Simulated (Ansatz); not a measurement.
**P (Cmce), one atom moved along a line**

Method: Ansatz, DFT PBEsol+D3(BJ), scalar-relativistic, plane waves, PAW. The runs took a 420 eV cutoff, a Γ-centred 16×16×12 mesh and Gaussian smearing (0.15 eV). No spin polarisation. Energies are free energies at this smearing, counted from the undisturbed cell; pressure is positive in compression.

The undisturbed cell (relaxed at this level):

```xyz
4
Lattice="1.6746 -4.9478 0.0000 1.6746 4.9478 0.0000 0.0000 0.0000 3.8298" Properties=species:S:1:pos:R:3 pbc="T T T"
P     1.6746    3.8477    3.6117
P     1.6746   -1.1001    2.1330
P     1.6746   -3.8477    0.2181
P     1.6746    1.1001    1.6968
```

Atom 1 (P) is moved by x along the Cartesian unit vector (-0.750, 0.000, -0.662); the cell and all other atoms stay fixed. The cell is metallic on the mesh throughout.

```tsv
x (Å)	ΔE (meV/cell)	force along x on the moved atoms (eV/Å)	pressure (GPa)
-0.4500	450.6	1.06	-1.5
-0.2250	?	?	-1.4
0.0000	0.0	0.00	0.0
0.3375	914.5	-6.64	7.8
```

Question: Give the withheld values.

Answer: ΔE (meV/cell) at x (Å) = -0.2250: 178.1; force along x on the moved atoms (eV/Å) at x (Å) = -0.2250: 1.26.

Cost: 4 runs of about 6.5 core-minutes in all, on Intel Xeon Platinum 8488C (Sapphire Rapids) (shared hosts).